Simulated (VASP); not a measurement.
Runs of VASP 6.6.1 on CdSe (Cadmoselite). The structure is hexagonal, space group P6_3mc (No. 186). The conventional cell has a = 4.300 Å, b = 4.300 Å, c = 7.020 Å, α = 90.00°, β = 90.00°, γ = 120.00°. Around Cd (site symmetry 3m) lie 4 Se at 2.61 to 2.70 Å. Se (site symmetry 3m) has 4 Cd at 2.61 to 2.70 Å as nearest neighbours. 

```csv
task,cell,k mesh,cutoff (eV),smearing,k mesh for the DOS,occupations for the DOS,gap on the mesh (eV),pressure (GPa)
single point,"P6_3mc, 28.1 Å³/atom",6 × 6 × 4,520,gaussian 0.1 eV,-,-,(a),3.4
single point,"P6_3mc, 29.76 Å³/atom",9 × 9 × 4,520,gaussian 0.02 eV,-,-,0.54,0.2
single point,"P6_3mc, 29.76 Å³/atom",9 × 9 × 6,520,gaussian 0.02 eV,-,-,0.54,0.2
relaxation of cell and atoms,relaxed,9 × 9 × 4,600,gaussian 0.02 eV,-,-,0.53,0.0
```

Alike in all rows: level PBE; potentials or basis VASP PAW PBE potentials, release 64 (Cd, Se); no spin polarisation.

Task: Fill in the values left out.

Result: (a) 0.70.

A k mesh can miss the band edges, and the runs leave out spin-orbit coupling on Cd, Se.
